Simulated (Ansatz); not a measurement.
# Ag: do energies and stresses tell the same story?

Method: Ansatz 0.2.0, DFT PBE, scalar-relativistic, plane waves, PAW.

Plane waves to 420 eV, a k mesh through Γ of 18×18×4 on the computed 4-atom cell and Gaussian smearing (0.10 eV); no spin polarisation.

Relaxed cell: P6_3/mmc, a = 2.937 Å, b = 2.937 Å, c = 9.564 Å, α = 90.00°, β = 90.00°, γ = 120.00°, 4 atoms in the primitive cell. This form isn't the element's structure at ambient conditions.

Energies at zero smearing and pressures from the stress tensor, at volumes with shape and atoms relaxed:
```
V (Å³/atom) E − E(first) (meV/atom) P (GPa)
     15.715                     0.00    16.76
     16.251                   -46.41    11.21
     16.787                   -75.99     6.68
     17.323                   -91.87     2.98
     17.858                   -96.57    -0.03
     18.394                   -92.20    -2.48
     18.930                   -80.45    -4.47
     19.644                   -55.67    -6.56
```

**Question.** Check P = −dE/dV between neighbouring volumes, and get the bulk modulus from the pressures alone.

**Answer.** With 1 eV/Å³ = 160.2 GPa:
```csv
middle V (Å³/atom),−ΔE/ΔV (GPa),mean P (GPa)
15.983,13.880,13.986
16.519,8.846,8.946
17.055,4.749,4.831
17.591,1.405,1.476
18.126,-1.308,-1.254
18.662,-3.511,-3.474
19.287,-5.558,-5.513
```

The two differ by 0.11 GPa at most. The mean of two end pressures misses the average over a step by about ΔV² P″/12, up to 0.09 GPa here; with that taken off 0.02 GPa remains. Around V = 17.858 Å³/atom, the two neighbours give B = −V ΔP/ΔV = 17.858 × 5.46 / 1.072 = 91.0 GPa, against B0 = 90.6 GPa from the Birch–Murnaghan fit of the energies.